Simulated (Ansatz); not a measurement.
# Lu: what the sphere radii change

How much do the results for Lu depend on the sphere radii?

Method: DFT, PBE, all-electron LAPW, scalar-relativistic, in Ansatz 0.2.0.

2 further runs of the same task are left out: 2 that didn't finish.

### Step 1. The structure to begin with

It takes space group P6_3/mmc (No. 194, hexagonal). The conventional cell has a = 3.510 Å, b = 3.510 Å, c = 5.567 Å, α = 90.00°, β = 90.00°, γ = 120.00°. Lu (site symmetry -6m2) has 12 Lu at 3.44 to 3.51 Å as nearest neighbours.

Structure file:

```cif
data_structure
_symmetry_space_group_name_H-M 'P6_3/mmc'
_symmetry_Int_Tables_number 194
_cell_length_a 3.5099
_cell_length_b 3.5099
_cell_length_c 5.5666
_cell_angle_alpha 90.000
_cell_angle_beta 90.000
_cell_angle_gamma 120.000
_cell_volume 59.39
loop_
_atom_site_label
_atom_site_type_symbol
_atom_site_symmetry_multiplicity
_atom_site_Wyckoff_symbol
_atom_site_fract_x
_atom_site_fract_y
_atom_site_fract_z
_atom_site_occupancy
Lu1 Lu 2 c 0.33333 0.66667 0.25000 1
```

The file gives the conventional cell by its symmetry; the runs use the cell typed in the input.

The geometry is a database entry used as it stands. It may stem from high pressure or temperature, or be incomplete, so it serves as a test cell.

Atoms are numbered in the order of the input: Lu1, Lu2.

### Step 2. With all sphere radii typed as 1.033 Å

File input.yaml:

```yaml
crystal:
  lattice:
    - [3.5098988894, 0.0, 0.0]
    - [-1.7549494447, 3.039661603, 0.0]
    - [0.0, 0.0, 5.5666]
  atoms:
    - { symbol: Lu, position: [0.3333333333, 0.6666666667, 0.25] }
    - { symbol: Lu, position: [0.6666666667, 0.3333333333, 0.75] }
kpoints:
  mp_grid: { grid: [13, 13, 8] }
scf:
  occupations: { method: fermi_dirac, width: 0.03 }
hamiltonian:
  xc: pbe
  pseudopotentials:
    kind: all_electron
    lapw: { basis_error: 0.0005, muffin_tin_radii: { Lu: 1.033 } }
output:
  forces: true
  stress: true
  eigenvalues: true
```

### Step 3. With all sphere radii typed as 1.239 Å

Changes to input.yaml since step 2:

```diff
@@ -16,3 +16,3 @@
     kind: all_electron
-    lapw: { basis_error: 0.0005, muffin_tin_radii: { Lu: 1.033 } }
+    lapw: { basis_error: 0.0005, muffin_tin_radii: { Lu: 1.239 } }
 output:
```

### Step 4. With all sphere radii typed as 1.446 Å

Changes to input.yaml since step 3:

```diff
@@ -16,3 +16,3 @@
     kind: all_electron
-    lapw: { basis_error: 0.0005, muffin_tin_radii: { Lu: 1.239 } }
+    lapw: { basis_error: 0.0005, muffin_tin_radii: { Lu: 1.446 } }
 output:
```

(Steps that only read results are left out.)

**Question.** What will these runs give? Wanted: pressure, in all runs.

As calculated:

| quantity | value |
| --- | --- |
| largest change of energy from «all sphere radii typed as 1.033 Å» (zero smearing) | -0.1 meV/atom (all sphere radii typed as 1.446 Å) |
| pressure, in all runs (LAPW) | -0.90 GPa |

In words: Across the runs the energy spans 0.1 meV/atom. A complete basis would give the same answer for any radius, so the spread shows part of the basis error. The pressure spans under 0.01 GPa (LAPW). Spin-orbit coupling is left out, though the cell holds Lu; in elements this heavy it can shift bands and gaps by tenths of an eV.
